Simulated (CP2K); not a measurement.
# HfN: equation of state with r2SCAN

Crystal: HfN.

```
Hf N
1.0
     3.19047    0.00000    0.00000
     1.59523    2.76302    0.00000
     1.59523    0.92101    2.60500
Hf N
1 1
Direct
  0.00000 0.00000 0.00000
  0.50000 0.50000 0.50000
```

- Program: CP2K 2026.2
- Task: equation of state
- Functional: r2SCAN
- Potentials or basis: POTENTIAL_UZH Hf GTH-SCAN-q12, N GTH-SCAN-q5; TZVP-MOLOPT-SCAN-GTH basis
- Density cutoff: 9184 eV
- k mesh: 10 × 10 × 10
- Occupations: fermi-dirac, width 0.05 eV
- Spin: no spin polarisation
- SCF solver: diagonalisation with k points
- Quickstep method: GPW
- EPS_DEFAULT: 1.0E-9
- EPS_SCF: 1.0E-6
- MAX_SCF: 100
- SCF_GUESS: ATOMIC
- k points reduced by the point group: yes
- Mesh centred on Gamma: yes
- CHOLESKY: OFF
- EPS_EIGVAL: 1.0E-7
- MIXING METHOD: BROYDEN_MIXING
- MIXING ALPHA: 0.4
- NBUFFER: 8
- NGRIDS: 5
- Basis sets: Hf TZVP-MOLOPT-SCAN-GTH-q12, N TZVP-MOLOPT-SCAN-GTH-q5
- Potentials: Hf GTH-SCAN-q12 of POTENTIAL_UZH, N GTH-SCAN-q5 of POTENTIAL_UZH
- ADDED_MOS: [13]
- REL_CUTOFF (Ry): 60 Ry
- MIXING BETA (1/bohr): 1.5 1/bohr
- CUTOFF of the grids: 675 Ry

```json
{"Equilibrium volume": "11.28 Å³/atom", "Bulk modulus": "285 GPa", "Pressure derivative of the bulk modulus": "4.2"}
```

Energy against volume, from the lowest point:
```
volume (Å³/atom)  energy (meV/atom)
          10.793              20.01
          11.023               5.33
          11.252               0.00
          11.482               3.10
          11.712              13.77
          11.941              31.28
          12.171              54.93
```

All runs of the series together: 18 min on 1 thread of Intel(R) Xeon(R) Platinum 8488C (Sapphire Rapids) (shared host).

Caveat: the basis of atomic orbitals isn't converged, which shifts pressures, moduli and gaps. The run has no spin-orbit coupling, so splittings on Hf are missing.
